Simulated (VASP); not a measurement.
Input of a VASP 6.6.1 run:

File INCAR:

```
SYSTEM = Si3N4
PREC     = Accurate       ! precision mode
ENCUT    = 450            ! plane-wave cutoff, eV
EDIFF    = 1E-6           ! SCF threshold, eV
ISMEAR   = 0              ! smearing method
SIGMA    = 0.02           ! smearing width, eV
LREAL    = .False.        ! projectors in reciprocal space
LASPH    = .True.         ! aspherical terms in the spheres
NELM     = 120            ! most SCF steps
ALGO     = Fast           ! electronic algorithm
ISIF     = 2              ! what is computed and relaxed
LWAVE    = .False.        ! write WAVECAR
LCHARG   = .False.        ! write CHGCAR
GGA      = PS             ! functional
NBANDS   = 45             ! bands
KPAR     = 8
```

The input KPOINTS:

```
regular mesh
0
Gamma
  6 6 12
  0 0 0
```

The input POSCAR:

```
Si3N4                                   
1.0
    7.6600357984      0.0000000022      0.0000000000
   -3.8300179011      6.6337856610      0.0000000000
    0.0000000000      0.0000000000      2.9247079127
  Si              N             
     6     8
Direct
     0.2311796143238070    0.8250496054287595    0.7500000000000000
     0.4061300088950972    0.2311796143238212    0.2500000000000000
     0.8250496054287169    0.5938699911049454    0.2500000000000000
     0.1749503945712831    0.4061300088950546    0.7500000000000000
     0.5938699911049028    0.7688203856761788    0.7500000000000000
     0.7688203856761930    0.1749503945712405    0.2500000000000000
     0.3333333300000021    0.6666666699999979    0.7500000000000000
     0.6666666699999979    0.3333333300000021    0.2500000000000000
     0.9692691978755619    0.6699923903735652    0.7500000000000000
     0.2992768075020180    0.9692691978755761    0.2500000000000000
     0.6699923903735439    0.7007231924979891    0.2500000000000000
     0.3300076096264561    0.2992768075020109    0.7500000000000000
     0.0307308021244381    0.3300076096264348    0.2500000000000000
     0.7007231924979820    0.0307308021244239    0.7500000000000000
```

File KPOINTS_OPT:

```
path GMKGALHA,LM,KH
10
line-mode
reciprocal
 0.0000000000  0.0000000000  0.0000000000  G
 0.5000000000  0.0000000000  0.0000000000  M

 0.5000000000  0.0000000000  0.0000000000  M
 0.3333333333  0.3333333333  0.0000000000  K

 0.3333333333  0.3333333333  0.0000000000  K
 0.0000000000  0.0000000000  0.0000000000  G

 0.0000000000  0.0000000000  0.0000000000  G
 0.0000000000  0.0000000000  0.5000000000  A

 0.0000000000  0.0000000000  0.5000000000  A
 0.5000000000  0.0000000000  0.5000000000  L

 0.5000000000  0.0000000000  0.5000000000  L
 0.3333333333  0.3333333333  0.5000000000  H

 0.3333333333  0.3333333333  0.5000000000  H
 0.0000000000  0.0000000000  0.5000000000  A

 0.5000000000  0.0000000000  0.5000000000  L
 0.5000000000  0.0000000000  0.0000000000  M

 0.3333333333  0.3333333333  0.0000000000  K
 0.3333333333  0.3333333333  0.5000000000  H
```

Potentials or basis: VASP PAW PBE potentials, release 64 (Si, N).

The run is started by

```bash
$ cat potpaw_PBE.64/Si/POTCAR potpaw_PBE.64/N/POTCAR > POTCAR
$ mpirun -np 8 vasp_std > vasp.out
```

Problem. What does it give for the band gap on the k mesh?

Solution. 4.12 eV, indirect (least direct gap 4.32 eV).

Problem. What does it give for the largest force?

Solution. 0.027 eV/Å.

Problem. Predict the band gap along the path.

Solution. 4.12 eV, indirect (least direct gap 4.32 eV).

Levels at the corners of the path, in eV from the valence-band top:
| point | band 28 | band 29 | band 30 | band 31 | band 32 | band 33 | band 34 | band 35 | band 36 | band 37 |
| --- | --- | --- | --- | --- | --- | --- | --- | --- | --- | --- |
| Γ | -1.29 | -1.29 | -0.46 | -0.40 | -0.20 | 4.12 | 4.49 | 4.67 | 4.67 | 4.97 |
| M | -1.68 | -1.36 | -0.78 | -0.33 | -0.26 | 4.40 | 4.50 | 4.66 | 5.05 | 5.60 |
| M | -1.68 | -1.36 | -0.78 | -0.33 | -0.26 | 4.40 | 4.50 | 4.66 | 5.05 | 5.60 |
| K | -1.61 | -1.15 | -1.15 | -0.29 | -0.29 | 4.49 | 4.63 | 4.63 | 5.34 | 5.34 |
| K | -1.61 | -1.15 | -1.15 | -0.29 | -0.29 | 4.49 | 4.63 | 4.63 | 5.34 | 5.34 |
| Γ | -1.29 | -1.29 | -0.46 | -0.40 | -0.20 | 4.12 | 4.49 | 4.67 | 4.67 | 4.97 |
| Γ | -1.29 | -1.29 | -0.46 | -0.40 | -0.20 | 4.12 | 4.49 | 4.67 | 4.67 | 4.97 |
| A | -1.62 | -1.62 | -1.62 | -1.34 | -1.34 | 4.49 | 4.49 | 4.49 | 4.49 | 7.09 |
| A | -1.62 | -1.62 | -1.62 | -1.34 | -1.34 | 4.49 | 4.49 | 4.49 | 4.49 | 7.09 |
| L | -1.88 | -1.50 | -1.50 | -1.05 | -1.05 | 4.56 | 4.56 | 5.63 | 5.63 | 5.99 |
| L | -1.88 | -1.50 | -1.50 | -1.05 | -1.05 | 4.56 | 4.56 | 5.63 | 5.63 | 5.99 |
| H | -1.89 | -1.40 | -1.40 | -1.11 | -1.11 | 4.78 | 4.78 | 5.63 | 5.63 | 5.92 |
| H | -1.89 | -1.40 | -1.40 | -1.11 | -1.11 | 4.78 | 4.78 | 5.63 | 5.63 | 5.92 |
| A | -1.62 | -1.62 | -1.62 | -1.34 | -1.34 | 4.49 | 4.49 | 4.49 | 4.49 | 7.09 |
| L | -1.88 | -1.50 | -1.50 | -1.05 | -1.05 | 4.56 | 4.56 | 5.63 | 5.63 | 5.99 |
| M | -1.68 | -1.36 | -0.78 | -0.33 | -0.26 | 4.40 | 4.50 | 4.66 | 5.05 | 5.60 |
| K | -1.61 | -1.15 | -1.15 | -0.29 | -0.29 | 4.49 | 4.63 | 4.63 | 5.34 | 5.34 |
| H | -1.89 | -1.40 | -1.40 | -1.11 | -1.11 | 4.78 | 4.78 | 5.63 | 5.63 | 5.92 |

Caveat: the PAW data sets were made with another functional, which shifts forces and pressure a little. A hybrid or GW would open this gap; PBEsol tends to underestimate it.
